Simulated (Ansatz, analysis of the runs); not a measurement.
# Transmission past a defect: Ta wire along [100], 3 atoms a period, Mn in place of one Ta, part 3 of 3

Aim: how much does this defect scatter, and at which energies?

Ansatz 0.2.0; DFT PBE, plane waves, PAW; relaxation of a wire's period (the session's first sound run).

So far. Step 3 (Bands of the perfect wire): At the computed energy nearest the Fermi level there are 4 channels a spin, and the thermal average gives 3.69 G₀. Step 4 (Relaxing the junction): The largest force component on a free atom ends at 0.046 eV/Å, under the limit of 0.06. Mn ends nearest to Ta at 2.37 Å, Ta at 2.71 Å, Ta at 2.79 Å, Ta at 2.88 Å and Ta at 2.99 Å; its sphere holds +3.02 μB. 5 atoms of the wire itself, hydrogen apart, moved by over 0.45 Å, up to 0.68 Å.

## 5. Transmission

This step: DFT PBE, plane waves, PAW; transmission of a junction in a wire (Ansatz 0.2.0).

The cell is now read as a scatterer between two semi-infinite leads, named by two sites one period apart. The scattering states in its self-consistent potential are matched to the leads' states at each energy. One point across is taken, as for a wire in vacuum.

input.yaml reads:

```yaml
crystal:
  lattice:
    - [10.12, 0.0, 0.0]
    - [0.0, 8.46, 0.0]
    - [0.0, 0.0, 27.3938333986]
  atoms:
    - { symbol: Ta, position: [0.5, 0.393789666, 0.0] }
    - { symbol: Ta, position: [0.377723127, 0.60215954, 0.055555556] }
    - { symbol: Ta, position: [0.622276873, 0.60215954, 0.055555556] }
    - { symbol: Ta, position: [0.5, 0.393789666, 0.111111111] }
    - { symbol: Ta, position: [0.377723127, 0.60215954, 0.166666667] }
    - { symbol: Ta, position: [0.622276873, 0.60215954, 0.166666667] }
    - { symbol: Ta, position: [0.5, 0.393789666, 0.222222222] }
    - { symbol: Ta, position: [0.377723127, 0.60215954, 0.277777778] }
    - { symbol: Ta, position: [0.622276873, 0.60215954, 0.277777778] }
    - { symbol: Ta, position: [0.4939376961, 0.4107215871, 0.3394943154] }
    - { symbol: Ta, position: [0.340320649, 0.564330221, 0.4036129141] }
    - { symbol: Ta, position: [0.5828841876, 0.6250858115, 0.4037355119] }
    - { symbol: Ta, position: [0.5107770976, 0.373052694, 0.4474664572] }
    - { symbol: Ta, position: [0.4325634827, 0.6137742279, 0.504417967], spin: -0.23 }
    - { symbol: Mn, position: [0.6649645287, 0.5771133746, 0.5034378964], spin: 3.02 }
    - { symbol: Ta, position: [0.5205610619, 0.3734877506, 0.5579872521] }
    - { symbol: Ta, position: [0.336800621, 0.543652439, 0.6034231306] }
    - { symbol: Ta, position: [0.5742698739, 0.625585484, 0.6063353025] }
    - { symbol: Ta, position: [0.5, 0.393789666, 0.666666667] }
    - { symbol: Ta, position: [0.377723127, 0.60215954, 0.722222222] }
    - { symbol: Ta, position: [0.622276873, 0.60215954, 0.722222222] }
    - { symbol: Ta, position: [0.5, 0.393789666, 0.777777778] }
    - { symbol: Ta, position: [0.377723127, 0.60215954, 0.833333333] }
    - { symbol: Ta, position: [0.622276873, 0.60215954, 0.833333333] }
    - { symbol: Ta, position: [0.5, 0.393789666, 0.888888889] }
    - { symbol: Ta, position: [0.377723127, 0.60215954, 0.944444444] }
    - { symbol: Ta, position: [0.622276873, 0.60215954, 0.944444444] }
magnetization:
  spin_polarized: true
kpoints:
  mp_grid: { grid: [1, 1, 3] }
scf:
  occupations: { method: fermi_dirac, width: 0.05 }
hamiltonian:
  xc: pbe
output:
  transmission:
    e_range: [-1.26, 1.26]
    de: 0.035
    kmesh: [1, 1]
    reduced_basis: true
    leads: [[24, 0]]
  dos: { projected: true, e_range: [-4, 3] }
  write_potential: true
  write_density: true
  volumetric_format: npy
  elf: true
basis:
  ecutwfc: "350 eV"
```

On the command line:

```
$ ansatz run input.yaml --threads 4 --pin off --max-ram 16384MiB --backend cpu --events-out ev --progress --plain --runs-dir out
```

Numbers of over 12 decimals in the logs are rounded to 6 here.

The log of the run:

```text
[...]
Crystal: 27 atoms, lattice volume = 2345.329 Å³
Basis set: ecut = 350 eV, 34825 PW (Γ)
Bands: 214, of which v1, the nominal top of the filled ones, is band 177 counted from 1 (176 counted from 0)
Symmetry: 1 space group operations
[...]
k-points: 2 of 3 (time reversal used)
[...]
Starting moments: Σ|m| = 3.25 μB on 2 of 27 sites
[...]
SCF iter   1: F=—  HF=-262112.695094 eV  |F-HF|=—  |Δ(HF+E_count)|=         —  Δρ=2.27e-2 (↑2.27e-2 ↓2.25e-2)  dr2=1.93e2  dr2_m=5.30e-1  M=3.461 μB ∫|m|=4.325 μB  β_m=0.30  ethr=3.10e-3  ⟨swp⟩=8.0  Hψ=3621  notcnv=0
[...]
SCF iter  15: F=-262067.939250 eV  HF=-262067.939250 eV  |F-HF|=2.08e-8  |Δ(HF+E_count)|=   2.85e-7  Δρ=1.07e-6 (↑1.07e-6 ↓9.34e-7)  dr2=7.18e-8  dr2_m=1.58e-8  M=2.966 μB ∫|m|=5.699 μB  ethr=2.83e-11  ⟨swp⟩=20.5  Hψ=3492  notcnv=0
SCF 1 converged in 15 iterations: F = -262067.939250 eV  dr2 = 7.18e-8
[...]
transmission: 64 of 384 steps passed
transmission: 96 of 384 steps passed
[...]
transmission: 384 of 384 steps passed
WARN: The output density's exchange-correlation potential varies sharply where the density is thin. Do not read a vacuum level from v_tot or v_xc, or from such a field of the output density. On a cell that repeats whose density bears no net charge and no dipole along the vacuum's axis use v_es (v_loc + v_h of the components); under efield.dipole_correction with no amplitude use v_es + v_field, which holds any externa [...]
SCF converged after 15 iterations
Magnetization: 2.9661 μB (177.9831 up, 175.0169 down)
Absolute magnetization: 5.7241 μB (∫|ρ↑−ρ↓|, with the PAW one-centre terms)
[...]
Per-site moments (μB) at R_I (Å): [(-0.00709076, 1.087849), (-0.00342213, 1.020890), (-0.00390905, 1.020890), (-0.00306423, 1.087849), (-0.00318024, 1.020890), (-0.00384704, 1.020890), (0.00357534, 1.087849), (-0.00607673, 1.020890), (-0.010395, 1.020890), (0.00900598, 1.080757), (0.00697248, 1.034542), (-0.00580012, 1.034542), (0.00509826, 1.052795), (-0.243023, 0.978620), (3.031552, 0.978620), (-0.012164, 1.059585), (0.00190448, 1.032251), (-0.003821, 1.032251), (0.00324612, 1.087849), (-0.015765, 1.020890), (-0.012988, 1.020890), (0.00763698, 1.087849), (-0.00676387, 1.020890), (-0.00180685, 1.020890), (-0.000164546, 1.087849), (-0.000352003, 1.020890), (-0.00443715, 1.020890)]
Free energy (F): -262067.939250 eV
[...]
Internal energy: -262067.679670 eV  (E = F + TS)
E sigma→0 (E₀):  -262067.809460 eV
Entropy (-TS):   -0.259580 eV (-9.614 meV/atom)
Fermi energy:    1.267837 eV
[...]
--- Band table (eV) ---
  k-point 0 ↑: bands = [... 173 lower, 0.9529, 1.0318, 1.0726, 1.1347, 1.2118, 1.2844, 1.3694, 1.4928, ... 33 higher]
  k-point 1 ↑: bands = [... 173 lower, 0.9776, 1.0284, 1.1107, 1.1654, 1.2557, 1.2913, 1.4037, 1.4558, ... 33 higher]
  k-point 0 ↓: bands = [... 173 lower, 1.1597, 1.1971, 1.2613, 1.3225, 1.4459, 1.5266, 1.5934, 1.6059, ... 33 higher]
  k-point 1 ↓: bands = [... 173 lower, 1.2238, 1.2466, 1.2795, 1.3528, 1.4537, 1.5331, 1.5714, 1.6048, ... 33 higher]
--- Transmission ---
  basis      : 627 plane waves across, 32 finite elements along
  points     : 1, standing for a mesh of 1 x 1
[...]
crystal 0  : Ta3, at the sites [24, 0], period 3.0438 Å, over 18.26 Å; its Hamiltonian steps by up to 27.0 meV: too much for a lead, lay more layers or, if its atoms are ordered, name the step of that order
[...]
filled         : 25.8 meV under the level at which it is neutral
    channels       : 4.000000e0 up, 4.000000e0 down
[...]
junction   : crystal 0 to crystal 0, -0.06 to 24.29 Å
    transmission   : 1.195170e0 up, 1.539840e0 down
    error estimate : 4.292783e-4 up, 5.709296e-4 down from the reduction of the transverse basis, at the most 3.152312e-2 at 0.595000 eV
    conductance    : 1.1938e14 S/m² at 300 K (1.1887e14 on every other energy)
    error estimate : 0.4 % from the energy spacing and 0.0 % from band edges of the leads and from resonances (wavevectors taken as independent; lower de), 0.1 % from the reduction of the transverse basis, 22.3 % from the steps of its leads' Hamiltonians or their offsets (lay more layers), 0.1 % from the distance to neutral
    resistance     : 5.1849e-3 Ω µm² beyond half of each lead's own
```

Elapsed: 7.9 min, on 4 threads of Arm Neoverse V1, shared host; peak memory 5.7 GiB.

Numbers from this step:

```
energy at zero smearing                                       : -262067.8095 eV
total moment                                                  : 2.966 μB
absolute moment                                               : 5.724 μB
transmission at the energy nearest the Fermi level, spin up   : 1.195
transmission at the energy nearest the Fermi level, spin down : 1.540
channels at the energy nearest the Fermi level, spin up       : 4
channels at the energy nearest the Fermi level, spin down     : 4
step of the lead's Hamiltonian                                : 27 meV
conductance of the junction                                   : 1.319 G₀
```

The transmission by energy, zero at the Fermi level:

```csv
energy (eV),spin up,spin down
-1.26,1.29,0.779
-1.16,0.745,0.759
-1.01,0.866,0.715
-0.91,1.04,1.21
-0.77,1.06,1.62
-0.70,1.54,1.41
-0.67,1.33,1.21
-0.53,1.20,0.928
-0.46,1.59,1.70
-0.42,1.45,1.47
-0.32,1.45,1.72
-0.17,1.22,1.71
-0.07,1.07,1.77
0.00,1.20,1.54
0.07,1.19,1.50
0.17,0.630,0.490
0.32,1.32,1.35
0.42,1.82,1.76
0.53,1.53,1.76
0.67,0.649,0.802
0.77,1.14,1.19
0.91,2.29,1.94
0.94,2.38,2.21
1.01,2.03,2.00
1.08,2.13,2.47
1.16,1.53,1.93
1.26,1.35,1.32
```

Open channels of the lead against energy, zero at the Fermi level:

```
energy (eV)  spin up  spin down
      -1.26        3          3
      -1.19        2          2
      -1.12        2          2
      -1.05        2          2
      -0.98        2          2
      -0.91        2          2
      -0.84        4          4
      -0.77        4          4
      -0.70        4          4
      -0.63        3          3
      -0.59        3          3
      -0.53        3          3
      -0.46        5          5
      -0.39        4          4
      -0.32        4          4
      -0.24        4          4
      -0.17        3          3
      -0.10        3          3
      -0.04        3          3
       0.00        4          4
       0.04        4          4
       0.10        3          1
       0.17        1          1
       0.24        3          3
       0.32        3          3
       0.39        3          3
       0.46        4          4
       0.53        3          3
       0.59        4          2
       0.63        2          2
       0.70        2          2
       0.77        2          4
       0.84        3          3
       0.91        5          5
       0.98        6          6
       1.05        5          5
       1.12        6          6
       1.19        5          5
       1.26        3          3
```

Projected DOS an atom over height of the atomic layer and energy from the Fermi level.  broadened by a Gaussian of 0.15 eV, since few k-points sample the long cell.

Ten even steps from '_' (0.31 states/eV) to '@' (3.08 states/eV), each cell a mean:
```
::..::----==--==::++::==------::::::
##++**++**++====--++----====**++**++
%%**##****==++==++++++--====****####
--======--==++==**==##==**==========
::==::==::--==--++--++==++==--==::==
::::::::..--::::--::--::::--::::..--
..--::--..==::::::::::::::--::--::--
..++::++..==::--::----==::==::++::++
::++::++::++::==------==::++::++::++
::==..==::++--==--::::==::==..==..==
::--::==--====++--::--==--==----::--
======--==----==------==--==========
==--++--**==**==========++--==--==--
@@++@@++%%++##====++====%%++@@++@@++
++::==::--::--::==##==::==::==::==--
____________..::::%%::....__________
..__....::::::::..==..............__
--::----------::::::..::----------::
::------::....::::--::::::----------
..........____..::--::..............
____..__________......______________
..__..__________..__..______..__..__
```
Columns: height of the atomic layer (Å) from 0 to 25.9 (not evenly spaced); rows upwards: energy from the Fermi level (eV) from -3.98 to 1.47.

Site moment by element, in μB:

| element | atoms | mean | spread (r.m.s.) | least | largest |
| --- | --- | --- | --- | --- | --- |
| Ta | 26 | -0.01 | 0.05 | -0.24 | 0.01 |
| Mn | 1 | 3.03 | 0.00 | 3.03 | 3.03 |

The atoms farthest from the mean of their element:

```csv
atom,"x, y, z (Å)",site moment (μB)
Ta14,"4.38, 5.19, 13.82",-0.24
Ta10,"5.00, 3.47, 9.30",0.01
Ta22,"5.06, 3.33, 21.31",0.01
Ta11,"3.44, 4.77, 11.06",0.01
Ta13,"5.17, 3.16, 12.26",0.01
Ta7,"5.06, 3.33, 6.09",0.00
Ta19,"5.06, 3.33, 18.26",0.00
Ta17,"3.41, 4.60, 16.53",0.00
```

Spin density in the ca plane at fractional y = 0.564, with atoms of Ta and Mn within 0.2 Å of it.

Ten even steps from '0' (-0.1 e/Å³) to '9' (4.3 e/Å³), each cell a mean:
```
00000000000000000000000000000000000000000000
00000000000000000000000000000000000000000000
00000000000000000000000000000000000000000000
00000000000000000000000000000000000000000000
00000000000000000000000000000000000000000000
00000000000000000000000000000000000000000000
00000000000000000000000121000000000000000000
00000000000000000000001595100000000000000000
00000000000000000000001474000000000000000000
00000000000000000000000010000000000000000000
00000000000000000000000000000000000000000000
00000000000000000000000000000000000000000000
00000000000000000000000000000000000000000000
00000000000000000000000000000000000000000000
00000000000000000000000000000000000000000000
00000000000000000000000000000000000000000000
00000000000000000000000000000000000000000000
00000000000000000000000000000000000000000000
00000000000000000000000000000000000000000000
00000000000000000000000000000000000000000000
00000000000000000000000000000000000000000000
00000000000000000000000000000000000000000000
00000000000000000000000000000000000000000000
00000000000000000000000000000000000000000000
```
Columns run along c (16.0 Å, from fractional 0.18 to 0.77 of the cell), rows up along a (10.1 Å). Atoms in or near the plane, at fractional coordinates: Ta at (0.40, 0.34), Mn at (0.50, 0.66), Ta at (0.60, 0.34).

Valence density in the ca plane at fractional y = 0.564, with atoms of Ta and Mn within 0.2 Å of it. It is the smooth field of the valence electrons, not physical close to the nuclei.

Ten steps, logarithmic in the rise over the least value, from '0' (0 e/Å³) to '9' (20 e/Å³), each cell a mean:
```
00000000000000000000000000000000000000000000
00000000000000000000000000000000000000000000
00000000000000000000000000000000000000000000
00000000000000000000000000000000000000000000
00000000000000000000000000000000000000000000
00000001000000000000001221100000000000001100
21000123210000000000013675210000000000122211
42111355531100112211115898411111111111245542
53212466642111235532124897421134432111356653
53222466642112356653222454211246653212356653
32222345432212345542222222222245653222234432
22212223222212234432222343222234432212223322
32212233322112222222223565422223322111233332
43222356532112234432224666422234432112245542
63222466642112356653223555322356652112366653
53112466642112466663111232212366663111356652
31111244321111356653111111111356653111134431
10000111110000134431000000000134431000011110
00000000000000011110000000000011110000000000
00000000000000000000000000000000000000000000
00000000000000000000000000000000000000000000
00000000000000000000000000000000000000000000
00000000000000000000000000000000000000000000
00000000000000000000000000000000000000000000
```
Columns run along c (16.0 Å, from fractional 0.18 to 0.77 of the cell), rows up along a (10.1 Å). Atoms in or near the plane, at fractional coordinates: Ta at (0.40, 0.34), Mn at (0.50, 0.66), Ta at (0.60, 0.34).

ELF in the ca plane at fractional y = 0.564, with atoms of Ta and Mn within 0.2 Å of it. It is the smooth field of the valence electrons, not physical close to the nuclei.

Ten even steps from '0' (0.00) to '9' (0.84), each cell a mean:
```
00000000000000000000000000000000000000000000
00000000000000000000000000000000000000000000
11000122210000000011111111111100000000122211
32111234321100011122222111222221111111234421
32222244421111112234432111233332221111234432
32222234321232222334431222134433222332234422
31232145411354222234522565225432223442135521
52342378731574223323424898425422222563268852
74453676763685247632433797335335642574476674
74563576753675478863442343245358874575477773
43554355434555357753454333455357764465345543
45545544455334434434543344345434543445544445
44545444445335654456534777435644445544444444
53554467644455445434535878525434544554367753
84563675763664367763433787433357763453486674
73453577752663572374342343243574484353377763
41342267622552486673243222342486684243147731
21232134322431147741244333442247741233234421
32222234432321113321133323331112211123334432
32111234432111112221112112221111111112234432
21000123321000112221111111111112110001123221
10000011110000011110000000000011100000011100
00000000000000000000000000000000000000000000
00000000000000000000000000000000000000000000
```
Columns run along c (16.0 Å, from fractional 0.18 to 0.77 of the cell), rows up along a (10.1 Å). Atoms in or near the plane, at fractional coordinates: Ta at (0.40, 0.34), Mn at (0.50, 0.66), Ta at (0.60, 0.34).

By hand: the program gives 1.1938 × 10^14 S/m² over the cell's cross-section of 85.62 Å² = 8.562 × 10^-19 m², so one cell conducts 1.022 × 10^-4 S. Divided by G0 = 2e²/h = 7.748 × 10^-5 S this is 1.32 G0, a resistance of 9.78 kΩ.

The conductance is 1.32 G₀, with 4 spin-up and 4 spin-down channels open in the lead. The lead's Hamiltonian steps by 27.0 meV, which the program calls too much for a lead. The largest term of the program's error estimate is 22 %.

## 6. Landauer integrals

This step: Landauer integrals over the computed T(E), interpolated linearly between its energies (analysis of the runs above).

Conductance and thermopower are moments of T(E) over the thermal window; sliding the window along E stands for a gate that leaves T(E) rigid.

This step gave:

| Property | Result |
| --- | --- |
| conductance at 300 K, interpolated from T(E) | 1.343 G₀ |
| thermopower at 300 K | 4.003 μV/K |
| Lorenz number over L0 | 0.9534 |
| spin polarisation of the transmission | -12.60 % |

T(E) held rigid; rough near sharp steps of T(E). The conductance at 300 K by shift of the leads' level:

```csv
shift of the leads' level (eV),conductance at 300 K (G₀)
-0.900,1.15
-0.800,1.30
-0.750,1.37
-0.650,1.21
-0.550,1.17
-0.450,1.41
-0.400,1.48
-0.300,1.49
-0.200,1.41
-0.150,1.46
-0.050,1.37
0.050,1.28
0.150,0.767
0.200,0.659
0.300,1.13
0.400,1.37
0.450,1.58
0.550,1.39
0.650,0.843
0.750,0.910
0.800,1.03
0.900,1.85
```

T(E) held rigid; rough near sharp steps of T(E). Thermopower at 300 K against shift of the leads' level:

```
shift of the leads' level (eV)  thermopower at 300 K (μV/K)
                        -0.900                        -13.8
                        -0.850                        -8.19
                        -0.800                        -7.39
                        -0.700                         8.55
                        -0.650                         13.7
                        -0.600                        0.805
                        -0.550                        -4.00
                        -0.450                        -12.8
                        -0.400                        -4.14
                        -0.350                        -1.65
                        -0.300                         4.63
                        -0.200                        -2.87
                        -0.150                        -2.04
                        -0.100                         5.05
                        -0.050                         6.38
                         0.050                         17.5
                         0.100                         36.7
                         0.150                         36.9
                         0.200                        -10.6
                         0.300                        -23.0
                         0.350                        -10.9
                         0.400                        -22.7
                         0.450                        -6.16
                         0.550                         22.8
                         0.600                         38.6
                         0.650                         23.8
                         0.700                        -7.23
                         0.800                        -31.5
                         0.850                        -45.0
                         0.900                        -29.4
```

The two levels move by half the bias each and T(E) is held rigid. Table of current from the zero-bias T(E) by bias:

| bias (V) | current from the zero-bias T(E) (μA) |
| --- | --- |
| 0.000 | 0 |
| 0.100 | 10.4 |
| 0.200 | 20.4 |
| 0.300 | 29.5 |
| 0.400 | 37.7 |
| 0.500 | 46.1 |
| 0.600 | 55.6 |
| 0.700 | 66.1 |
| 0.800 | 76.8 |
| 0.900 | 88.2 |
| 1.000 | 99.4 |
| 1.100 | 110 |
| 1.200 | 119 |
| 1.300 | 127 |
| 1.400 | 135 |
| 1.500 | 144 |
| 1.600 | 153 |
| 1.700 | 162 |
| 1.800 | 173 |
| 1.900 | 185 |

By hand, Mott's formula: S = −(π²k²T/3e) d ln T/dE, and π²k²T/3e = 7.33 μV/K × eV at 300 K. The computed T is 2.84 at -0.070 eV and 2.68 at +0.070 eV (both spins added), so d ln T/dE ≈ -0.419 per eV and S ≈ 3.07 μV/K, against 4.00 from the integrals.

The thermopower is 4.00 μV/K. The Lorenz ratio is 0.95, where the Wiedemann-Franz law gives 1. Moving the level by up to 0.1 eV either way gives 4.0 to 37 μV/K.

## 7. Outcome

```yaml
conductance_of_the_perfect_wire: 3.69 G₀
conductance_mn_in_place_of_one_ta: 1.32 G₀
thermopower_mn_in_place_of_one_ta: 4.00 μV/K
```

Summed over the computed window, 38 % of the lead's open channels pass the defect; the conductance at 300 K is 1.32 G₀. With Mn in place of one Ta, 37 % of the conductance of that run's own lead (3.60 G₀) is left. Transport is coherent and elastic here: the atoms are frozen, so scattering by vibrations plays no part. With Mn in place of one Ta several atoms of the wire itself moved far in the relaxation, so the changed stretch between the held leads may scatter as well as the defect. The free region is short: held atoms still bear up to 0.8 eV/Å after a relaxation. Spin-orbit coupling is left out, which matters for the bands of heavy atoms. No search over magnetic orders was made; another may lie lower. In 1 run the program finds the step of the lead's Hamiltonian too large, so longer leads may change the transmission. One term of the program's error estimate for a conductance, of a junction or of the perfect wire, reaches 22 % in this session. A cutoff under the files' recommended one was taken to save time; its effect on T(E) was not tested here.

[Logs are printed without paths, hosts, clocks, repeated set-up lines and the standing remarks that a program may print on its own settings, such as how far it seeks lower states.]

[Hosts, paths, dates, database ids (printed as entryN), source tags and the programs' standing remarks are cut or masked in the printed files.]
